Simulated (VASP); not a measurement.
# MnS (F-43m) in VASP: density of states with PBE

Aim: the density of states of MnS with PBE.

Program: VASP 6.6.1. These are calculated values, not measurements. Logs are shortened: lines on timing, memory, paths and dates and some standing lists are left out, and cuts for length are marked.

## Step 1: The structure

It takes space group F-43m (No. 216, cubic). The conventional cell has a = 5.783 Å, b = 5.783 Å, c = 5.783 Å, α = 90.00°, β = 90.00°, γ = 90.00°. Mn (site symmetry -43m) is surrounded by 4 S at 2.50 Å. Around S (site symmetry -43m) lie 4 Mn at 2.50 Å.

The cell was built by a generator and needn't be a form met in nature.

## Step 2: Density of states, PBE, collinear spin, typed start

POSCAR

```
MnS
1.0
    2.8913572300      2.8913572300      0.0000000000
   -2.8913572300      2.8913572300      0.0000000000
    0.0000000000      0.0000000000      5.7827144500
Mn S
2 2
Direct
    0.0000000000      0.0000000000      0.0000000000
    0.5000000000      0.5000000000      0.5000000000
    0.5000000000      0.0000000000      0.2500000000
    0.0000000000      0.5000000000      0.7500000000
```

INCAR.step1

```
SYSTEM = MnS
ALGO     = Fast           ! electronic algorithm
EDIFF    = 1E-7           ! SCF threshold, eV
ENCUT    = 520            ! plane-wave cutoff, eV
GGA      = PE             ! functional
ISIF     = 2              ! what is computed and relaxed
ISMEAR   = 0              ! smearing method
ISPIN    = 2              ! spin polarisation
LASPH    = .True.         ! aspherical terms in the spheres
LCHARG   = .True.         ! write CHGCAR
LMAXMIX  = 4              ! l up to which the mixer works
LREAL    = .False.        ! projectors in reciprocal space
LWAVE    = .False.        ! write WAVECAR
MAGMOM   = 5 5 0 0        ! initial moments
NBANDS   = 31             ! bands
NELM     = 150            ! most SCF steps
PREC     = Accurate       ! precision mode
SIGMA    = 0.1            ! smearing width, eV
```

KPOINTS.step1

```
k-points
0
Gamma
  6 6 4
  0 0 0
```

INCAR.step2

```
SYSTEM = MnS
ALGO     = Fast           ! electronic algorithm
EDIFF    = 1E-7           ! SCF threshold, eV
ENCUT    = 520            ! plane-wave cutoff, eV
GGA      = PE             ! functional
ICHARG   = 11             ! starting density
ISIF     = 2              ! what is computed and relaxed
ISMEAR   = -5             ! smearing method
ISPIN    = 2              ! spin polarisation
LASPH    = .True.         ! aspherical terms in the spheres
LCHARG   = .False.        ! write CHGCAR
LMAXMIX  = 4              ! l up to which the mixer works
LORBIT   = 11             ! projections on sites
LREAL    = .False.        ! projectors in reciprocal space
LWAVE    = .False.        ! write WAVECAR
MAGMOM   = 5 5 0 0        ! initial moments
NEDOS    = 2001           ! points of the DOS
NELM     = 150            ! most SCF steps
PREC     = Accurate       ! precision mode
SIGMA    = 0.1            ! smearing width, eV
```

KPOINTS.step2

```
k-points
0
Gamma
  9 9 6
  0 0 0
```

Potentials or basis: VASP PAW PBE potentials, release 64 (Mn_pv, S).

Command:

```console
$ cat potpaw_PBE.64/Mn_pv/POTCAR potpaw_PBE.64/S/POTCAR > POTCAR
$ cp INCAR.step1 INCAR
$ cp KPOINTS.step1 KPOINTS
$ mpirun -np 1 vasp_std > vasp.out
$ cp INCAR.step2 INCAR
$ cp KPOINTS.step2 KPOINTS
$ mpirun -np 1 vasp_std > vasp.out
```

OUTCAR:

```text
SYSTEM = MnS
   EDIFF = 1E-7
   ENCUT = 520
   GGA = PE
   ICHARG = 11
   ISIF = 2
   ISMEAR = -5
   ISPIN = 2
   LASPH = .True.
   LORBIT = 11
   LREAL = .False.
   NELM = 150
   PREC = Accurate

 ion  position               nearest neighbor table
   1  0.000  0.000  0.000-   3 2.50   4 2.50   4 2.50   3 2.50
   2  0.500  0.500  0.500-   3 2.50   4 2.50   3 2.50   4 2.50
   3  0.500  0.000  0.250-   1 2.50   2 2.50   2 2.50   1 2.50
   4  0.000  0.500  0.750-   1 2.50   2 2.50   1 2.50   2 2.50

  LATTYP: Found a simple tetragonal cell.
 ALAT       =     4.0889966083
 C/A-ratio  =     1.4142135599

  Lattice vectors:

 A1 = (   2.8913572300,   2.8913572300,   0.0000000000)
 A2 = (  -2.8913572300,   2.8913572300,   0.0000000000)
 A3 = (   0.0000000000,   0.0000000000,   5.7827144500)

Analysis of symmetry for initial positions (statically):
=====================================================================
 Subroutine PRICEL returns following result:

  LATTYP: Found a face centered cubic cell.
 ALAT       =     5.7827144550
[... 12 lines left out ...]
 Subroutine GETGRP returns: Found  8 space group operations
 (whereof  8 operations were pure point group operations)
 out of a pool of 16 trial point group operations.

The static configuration has the point symmetry D_2d.

Analysis of symmetry for dynamics (positions and initial velocities):
=====================================================================
 Subroutine PRICEL returns following result:

  LATTYP: Found a face centered cubic cell.
 ALAT       =     5.7827144550
[... 12 lines left out ...]
 Subroutine GETGRP returns: Found  8 space group operations
 (whereof  8 operations were pure point group operations)
 out of a pool of 16 trial point group operations.

The dynamic configuration has the point symmetry D_2d.

Analysis of structural, dynamic, and magnetic symmetry:
=====================================================================
 Subroutine PRICEL returns following result:

  LATTYP: Found a face centered cubic cell.
 ALAT       =     5.7827144550
[... 12 lines left out ...]
 Subroutine GETGRP returns: Found  8 space group operations
 (whereof  8 operations were pure point group operations)
 out of a pool of 16 trial point group operations.

The overall configuration has the point symmetry D_2d.

 Subroutine INISYM returns: Found  8 space group operations
 (whereof  8 operations are pure point group operations),
 and found     2 'primitive' translations

----------------------------------------------------------------------------------------

                                     Primitive cell

  volume of cell :      48.3432

  direct lattice vectors                    reciprocal lattice vectors
     0.000000000 -2.891357230 -2.891357225    -0.172929168 -0.172929168 -0.172929168
     2.891357230  0.000000000 -2.891357225     0.172929168  0.172929168 -0.172929168
     2.891357230 -2.891357230  0.000000000     0.172929168 -0.172929168  0.172929168

  length of vectors
     4.088996605  4.088996605  4.088996608     0.299522105  0.299522105  0.299522105

  position of ions in fractional coordinates (direct lattice)
     0.000000000  0.000000000  0.000000000
     0.250000000  0.250000000  0.250000000

  ion indices of the primitive-cell ions
   primitive index   ion index
                 1           1
                 2           3

----------------------------------------------------------------------------------------

 KPOINTS: k-points

Automatic generation of k-mesh.
 Grid dimensions read from file:
 generate k-points for:    9    9    6

 Generating k-lattice:

  Cartesian coordinates                     Fractional coordinates (reciprocal lattice)
     0.019214352  0.019214352  0.000000000     0.111111111  0.000000000  0.000000000
    -0.019214352  0.019214352  0.000000000     0.000000000  0.111111111  0.000000000
     0.000000000  0.000000000  0.028821528     0.000000000  0.000000000  0.166666667

  Length of vectors
     0.027173197  0.027173197  0.028821528

  Shift w.r.t. Gamma in fractional coordinates (k-lattice)
     0.000000000  0.000000000  0.000000000

 TETIRR: Found    723 inequivalent tetrahedra from     2916

 Subroutine IBZKPT returns following result:
 ===========================================

 Found     60 irreducible k-points:

 Following reciprocal coordinates:
            Coordinates               Weight
  0.000000  0.000000  0.000000      1.000000
  0.111111  0.000000  0.000000      4.000000
  0.222222  0.000000  0.000000      4.000000
  0.333333  0.000000  0.000000      4.000000
  0.444444  0.000000  0.000000      4.000000
  0.111111  0.111111  0.000000      4.000000
[... 16 lines left out ...]
  0.333333  0.111111  0.166667     16.000000
  0.444444  0.111111  0.166667     16.000000
 [... further k-points ...]
   k-points           NKPTS =     60   k-points in BZ     NKDIM =     60   number of bands    NBANDS=     28
   number of dos      NEDOS =   2001   number of ions     NIONS =      4
   total plane-waves  NPLWV =  43200
   dimension x,y,z NGX =    30 NGY =   30 NGZ =   48
   dimension x,y,z NGXF=    60 NGYF=   60 NGZF=   96
   ions per type =               2   2
   NGX,Y,Z   is equivalent  to a cutoff of  12.20, 12.20, 13.80 a.u.
   NGXF,Y,Z  is equivalent  to a cutoff of  24.39, 24.39, 27.60 a.u.
 SYSTEM =  MnS
   PREC   = accura    normal or accurate (medium, high low for compatibility)
   ISTART =      0    job   : 0-new  1-cont  2-samecut
   ICHARG =     11    charge: 1-file 2-atom 10-const
   ISPIN  =      2    spin polarized calculation?
   LNONCOLLINEAR =      F non collinear calculations
   LSORBIT =      F    spin-orbit coupling
   LASPH  =      T    aspherical Exc in radial PAW
   ENCUT  =  520.0 eV  38.22 Ry    6.18 a.u.   7.60  7.60 10.75*2*pi/ulx,y,z
   NELM   =    150;   NELMIN=  2; NELMDL=  0     # of ELM steps
   EDIFF  = 0.1E-06   stopping-criterion for ELM
   LREAL  =      F    real-space projection
   EDIFFG = 0.1E-05   stopping-criterion for IOM
   NSW    =      0    number of steps for IOM
   IBRION =     -1    ionic relax: 0-MD 1-quasi-New 2-CG
   NFREE  =      0    steps in history (QN), initial steepest desc. (CG)
   ISIF   =      2    stress and relaxation
   ISYM   =      2    0-nonsym 1-usesym 2-fastsym
   POTIM  = 0.5000    time-step for ionic-motion
   TEBEG  =    0.0;   TEEND  =   0.0 temperature during run
   PSTRESS=    0.0 pullay stress
   NELECT =      38.0000    total number of electrons
   NUPDOWN=      -1.0000    fix difference up-down
   EMIN   =  10.00;   EMAX   =-10.00  energy-range for DOS
   EFERMI =   0.00;   METHOD = LEGACY
   ISMEAR =    -5;   SIGMA  =   0.10  broadening in eV -4-tet -1-fermi 0-gaus
   EFERMI_NEDOS =   21; number of points for ismear=-14 and -15
   IALGO  =     68    algorithm
   IMIX   =      4    mixing-type and parameters
     AMIX     =   0.40;   BMIX     =  1.00
     AMIX_MAG =   1.60;   BMIX_MAG =  1.00
  volume/ion in A,a.u.               =      24.17       163.12
  Fermi-wavevector in a.u.,A,eV,Ry     =   1.199171  2.266104 19.565313  1.438010
  Thomas-Fermi vector in A             =   2.335040
   LORBIT       =     11    0 simple, 1 ext, 2 COOP (PROOUT), +10 PAW based schemes
   GGA     = PE    functional components
   LHFCALC =     F    Hartree Fock is set to
   AEXX    =    0.0000 exact exchange contribution
   IVDW    =     0    specifies the selected vdW correction
   LEPSILON=     F    determine dielectric tensor
   LRPA    =     F    only Hartree local field effects (RPA)
 spin polarized calculation
 RMM-DIIS sequential band-by-band and
 Fermi weights with tetrahedron method with Bloechl corrections
  energy-cutoff  :      520.00
  volume of cell :       96.69
 maximum number of plane-waves:      2630

 number of electron      38.0000013 magnetization       9.9984875

 Free energy of the ion-electron system (eV)
  ---------------------------------------------------
  ext. energy  EPLUGINS =         0.00000000
  ---------------------------------------------------
  free energy    TOTEN  =       -28.09606414 eV

  energy without entropy =      -28.09606414  energy(sigma->0) =      -28.09606414

 E-fermi :   3.6406     XC(G=0):  -8.8720

 val. band max:        3.6400857136   @ k =   0.0000   0.0000   0.0000
 cond. band min:       3.9445222981   @ k =   0.2222   0.2222   0.0000
 fundamental gap:      0.3044365845
 Fermi energy:         3.6405525997

 spin component 1

 k-point     1 :       0.0000    0.0000    0.0000
  band No.  band energies     occupation
      1     -47.1531      1.00000
      2     -47.1520      1.00000
      3     -47.1520      1.00000
      4     -47.1512      1.00000
      5     -47.1512      1.00000
      6     -47.1512      1.00000
[... 733 lines left out ...]
     27       8.5818      0.00000
     28       8.8113      0.00000

 [... further k-points ...]

 spin component 2

 k-point     1 :       0.0000    0.0000    0.0000
  band No.  band energies     occupation
      1     -42.4602      1.00000
      2     -42.4584      1.00000
      3     -42.4584      1.00000
      4     -42.4574      1.00000
      5     -42.4573      1.00000
      6     -42.4573      1.00000
[... 733 lines left out ...]
     27       9.8064      0.00000
     28       9.9757      0.00000

 [... further k-points ...]
[... 5 lines left out ...]
  --------------------------------------------------------------------------------------
  -------------------------------------------------------------------------------------
  Total       -2.2096954     -2.2096954     -2.2083566      0.0000000     -0.0000000      0.0000000
  in kB      -36.6165775    -36.6165775    -36.5943920      0.0000000     -0.0000000      0.0000000
  external PRESSURE =     -36.6091823 kB  Pullay stress =       0.0000000 kB

 VOLUME and BASIS-vectors are now :
 -----------------------------------------------------------------------------
  energy-cutoff  :      520.00
  volume of cell :       96.69
      direct lattice vectors                 reciprocal lattice vectors
     2.891357230  2.891357230  0.000000000     0.172929168  0.172929168  0.000000000
    -2.891357230  2.891357230  0.000000000    -0.172929168  0.172929168  0.000000000
     0.000000000  0.000000000  5.782714450     0.000000000  0.000000000  0.172929168

 POSITION                                       TOTAL-FORCE (eV/Angst)
 -----------------------------------------------------------------------------------
      0.00000      0.00000      0.00000         0.000000      0.000000      0.000000
      0.00000      2.89136      2.89136         0.000000      0.000000      0.000000
      1.44568      1.44568      1.44568        -0.000000     -0.000000     -0.000000
     -1.44568      1.44568      4.33704        -0.000000      0.000000     -0.000000
 -----------------------------------------------------------------------------------
    total drift:                               -0.000000      0.000000      0.000000

  FREE ENERGIE OF THE ION-ELECTRON SYSTEM (eV)
  ---------------------------------------------------
  free  energy   TOTEN  =       -28.0960641436 eV

  energy  without entropy=      -28.0960641436  energy(sigma->0) =      -28.09606414

 total charge

# of ion       s       p       d       tot
------------------------------------------
    1        0.243   6.177   4.874  11.293
    2        0.243   6.177   4.874  11.293
    3        1.315   2.417   0.000   3.732
    4        1.315   2.417   0.000   3.732
--------------------------------------------------
tot          3.116  17.188   9.747  30.051

 magnetization (x)

# of ion       s       p       d       tot
------------------------------------------
    1        0.049   0.056   4.309   4.414
    2        0.049   0.056   4.309   4.414
    3        0.012   0.074   0.000   0.086
    4        0.012   0.074   0.000   0.086
--------------------------------------------------
tot          0.121   0.261   8.617   8.999
```

It took 2.9 min on 1 thread of Intel Xeon 6975P-C (Granite Rapids), shared host; peak memory 0.38 GiB.

Results:

```yaml
Net_moment: 10.00 μB per cell
Site_moments: Mn +4.41; S +0.09 μB
Valence_electrons_inside_the_program's_atomic_spheres: Mn 11.29; S 3.73
```

Levels at points of the mesh, in eV from the valence-band top:
Spin up:
```csv
k point,band 21,band 22,band 23,band 24,band 25,band 26,band 27,band 28
"(0.00, 0.00, 0.00)",-2.11,0.00,0.00,0.00,0.69,2.71,4.14,5.75
"(0.00, 0.00, 0.50)",-1.08,-1.08,-1.08,-1.08,2.86,2.86,4.39,4.39
```
Spin down:
| k point | band 11 | band 12 | band 13 | band 14 | band 15 | band 16 | band 17 | band 18 |
| --- | --- | --- | --- | --- | --- | --- | --- | --- |
| (0.00, 0.00, 0.00) | -3.02 | -2.94 | -2.94 | -2.94 | 0.32 | 0.97 | 0.97 | 0.98 |
| (0.00, 0.00, 0.50) | -2.98 | -2.98 | -2.98 | -2.98 | 0.57 | 0.57 | 1.15 | 1.15 |

States per cell in windows of 0.5 eV (zero at the valence-band top; states under -8 eV left out):
```
from (eV)    up  down  Mn1_d_up  Mn2_d_up  Mn1_d_down  Mn2_d_down  S3_p_down  S4_p_down
     -8.0  0.00  0.00      0.00      0.00        0.00        0.00       0.00       0.00
     -7.5  0.00  0.00      0.00      0.00        0.00        0.00       0.00       0.00
     -7.0  0.00  0.00      0.00      0.00        0.00        0.00       0.00       0.00
     -6.5  0.00  0.00      0.00      0.00        0.00        0.00       0.00       0.00
     -6.0  0.00  0.00      0.00      0.00        0.00        0.00       0.00       0.00
     -5.5  1.24  0.00      0.10      0.10        0.00        0.00       0.00       0.00
     -5.0  1.07  0.06      0.13      0.13        0.00        0.00       0.01       0.01
     -4.5  3.64  1.67      0.86      0.86        0.03        0.03       0.28       0.28
     -4.0  0.13  0.66      0.03      0.03        0.02        0.02       0.12       0.12
     -3.5  4.21  1.52      1.88      1.88        0.07        0.07       0.31       0.31
     -3.0  1.32  2.13      0.54      0.54        0.15        0.15       0.45       0.45
     -2.5  1.08  0.00      0.34      0.34        0.00        0.00       0.00       0.00
     -2.0  1.29  0.00      0.33      0.33        0.00        0.00       0.00       0.00
     -1.5  1.29  0.00      0.29      0.29        0.00        0.00       0.00       0.00
     -1.0  0.88  0.00      0.18      0.18        0.00        0.00       0.00       0.00
     -0.5  0.25  0.00      0.05      0.05        0.00        0.00       0.00       0.00
      0.0  0.00  0.66      0.00      0.00        0.22        0.22       0.00       0.00
      0.5  0.00  2.46      0.00      0.00        0.97        0.97       0.01       0.01
      1.0  0.02  2.74      0.00      0.00        1.13        1.13       0.01       0.01
      1.5  0.04  2.58      0.00      0.00        1.06        1.06       0.05       0.05
      2.0  0.09  1.47      0.00      0.00        0.55        0.55       0.06       0.06
      2.5  0.28  0.24      0.00      0.00        0.08        0.08       0.02       0.02
      3.0  0.60  0.11      0.01      0.01        0.01        0.01       0.01       0.01
      3.5  0.62  0.20      0.02      0.02        0.01        0.01       0.01       0.01
      4.0  0.49  0.46      0.02      0.02        0.02        0.02       0.02       0.02
      4.5  0.73  0.55      0.02      0.02        0.04        0.04       0.02       0.02
      5.0  0.97  0.54      0.02      0.02        0.04        0.04       0.02       0.02
      5.5  0.15  0.43      0.00      0.00        0.03        0.03       0.02       0.02
      6.0  0.00  1.46      0.00      0.00        0.08        0.08       0.09       0.09
      6.5  0.00  0.22      0.00      0.00        0.01        0.01       0.01       0.01
      7.0  0.00  0.01      0.00      0.00        0.00        0.00       0.00       0.00
      7.5  0.00  0.00      0.00      0.00        0.00        0.00       0.00       0.00
```
